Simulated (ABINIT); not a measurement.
The system is Ir.

```
Ir
1.0
     0.00000    1.91560    1.91560
     1.91560    0.00000    1.91560
     1.91560    1.91560    0.00000
Ir
1
Direct
  0.00000 0.00000 0.00000
```

Program: ABINIT 10.8.3 (patched build). Alike in all runs: cell as given; smearing fermi-dirac 0.05 eV.

Order these runs on this cell by their pressure, lowest first.
A. level PBE; potentials or basis JTH PAW PBE v2.0; spin off; k mesh 10 × 10 × 10; cutoff (eV) 435; fine-grid cutoff 870.764 eV
B. level RPBE; potentials or basis JTH PAW PBE v2.0; spin off; k mesh 12 × 12 × 12; cutoff (eV) 435; fine-grid cutoff 870.764 eV
C. level WC; potentials or basis JTH PAW PBE v2.0; spin off; k mesh 12 × 12 × 12; cutoff (eV) 435; fine-grid cutoff 870.764 eV
D. level LDA; potentials or basis JTH PAW LDA v2.0; spin off; k mesh 12 × 12 × 12; cutoff (eV) 463; fine-grid cutoff 925.187 eV
E. level HCTH407; potentials or basis JTH PAW PBE v2.0; spin SOC, no magnetisation; k mesh 12 × 12 × 12; cutoff (eV) 435; fine-grid cutoff 870.764 eV

D (-7.3 GPa), E (-1.9 GPa), C (3.1 GPa), A (11.4 GPa), B (15.0 GPa).

Caveats: the PAW data sets were made with another functional, which shifts forces and pressure a little (some runs).
